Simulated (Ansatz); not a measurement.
# WSe$_{2}$: W vacancy

Computed with Ansatz 0.2.0, DFT PBE, scalar-relativistic, plane waves, PAW. Run with 420 eV cutoff, 2×2×2 k-mesh, Gaussian smearing of 0.01 eV, collinear spin.

Host crystal, relaxed:

```xyz
6
Lattice="3.3210 0.0000 0.0000 -1.6605 2.8761 0.0000 0.0000 0.0000 15.0438" Properties=species:S:1:pos:R:3 pbc="T T T"
W     1.6605    0.9587   11.2829
W     0.0000    1.9174    3.7610
Se    0.0000    1.9174   12.9609
Se    1.6605    0.9587    5.4390
Se    0.0000    1.9174    9.6048
Se    1.6605    0.9587    2.0829
```

Supercell of 42 atoms, rows in host cell vectors: 2 -1 0; -3 -2 0; 0 0 -1. Atoms relax at the host's cell, keeping the symmetry that the supercell leaves at the site. The cell is small, so energies carry finite-size errors of tenths of an eV. The host's Kohn–Sham gap is 1.45 eV. Atoms are taken from and returned to the elements' standard states. Charged cells are corrected for image charges with the computed static dielectric tensor (mean 10.3) and aligned with the host's potential at far atoms (alignment terms reach 0.51 eV). No band-filling term is added, and the Fermi level counts from the host's valence band top.

Spin-orbit coupling is left out, which matters for the bands and energies of heavy elements.

Defect: W vacancy at (0.667, 0.333, 0.750) of the host cell.

Problem. What is the formation energy of the neutral defect?

Solution. 5.18 eV.

Problem. Does the neutral defect carry a moment, and how do its surroundings relax?

Solution. It changes the cell's moment by 2.50 μB (a fraction, from partly filled bands). The nearest neighbours before are 6 Se at 2.55 Å; after relaxation the atoms near the site are 6 Se at 2.54 Å; the largest move is 0.07 Å.

Problem. Charges 0, -1 were computed. Which is stable where in the gap?

Solution. Among the charges computed the stable one is 0 at the valence band top, changing to -1 at 0.60 eV. In charge -1 the cell has partly filled bands: a level of the defect may be part filled, the carrier may sit in the host's bands, or levels may cross between the k points, so transitions that involve it are doubtful. Levels between neighbouring charges: (0/-1) 0.60 eV.